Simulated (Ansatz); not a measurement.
CoPt (CuAu type, space group P4/mmm)

```xyz
2
Lattice="2.6948 0.0000 0.0000 0.0000 2.6948 0.0000 0.0000 0.0000 3.7242" Properties=species:S:1:pos:R:3 pbc="T T T"
Co     1.3474     1.3474     1.8621
Pt     0.0000     0.0000     0.0000
```

In each cell atom 2 (Pt, nearest neighbour Co at 2.664 Å; its periodic images, 2.7 Å or more away, move with it) moves by s·(0.577, 0.577, 0.577) (along Cartesian [111]), the rest being held.

Calculation: PBE (plane waves to 420 eV, PAW, scalar-relativistic; Ansatz, a program for electronic structure). k mesh 14×14×10 (Γ-centred), Fermi-Dirac smearing 0.05 eV. E stands for the smeared free energy. Left out: 2 of 11 points, with atoms too close for the PAW data. With partly filled bands, energies and forces of such displacements shift with the k mesh and the smearing. CoPt was relaxed with its symmetry unable to fall. Relaxed CoPt ends ferromagnetic. Spin-orbit coupling is left out, though Pt is heavy. The magnetic order is the one the run started from; other orders were not tried. The zero of ΔE is the undisplaced structure. The last digit holds for this mesh only.

| s (Å) | ΔE (meV/cell) |
|---|---|
| -0.640 | 1932.4 |
| -0.480 | withheld |
| -0.320 | 311.5 |
| -0.160 | 67.3 |
| 0.000 | 0.0 |
| 0.160 | 67.3 |
| 0.320 | 311.5 |
| 0.480 | withheld |
| 0.640 | 1932.4 |

Q: Fit an even polynomial form (powers 2, 4) to the given rows and predict ΔE at s = 0.480.

A: Least squares on the 7 given rows: ΔE = (2484)·s² + (5454)·s⁴, in meV/cell with s in Å; root-mean-square residual 0.09 meV/cell. At 0.480 the fit gives 861.8 meV/cell; the calculation gives 860.3 meV/cell, so the interpolation is off by 1.5 (+0.2 %). The quadratic term alone would give 572.3 meV/cell.

(A displaced cell: forces are minus the slopes of the energy, force constants its curvatures, and phonons follow from these.)
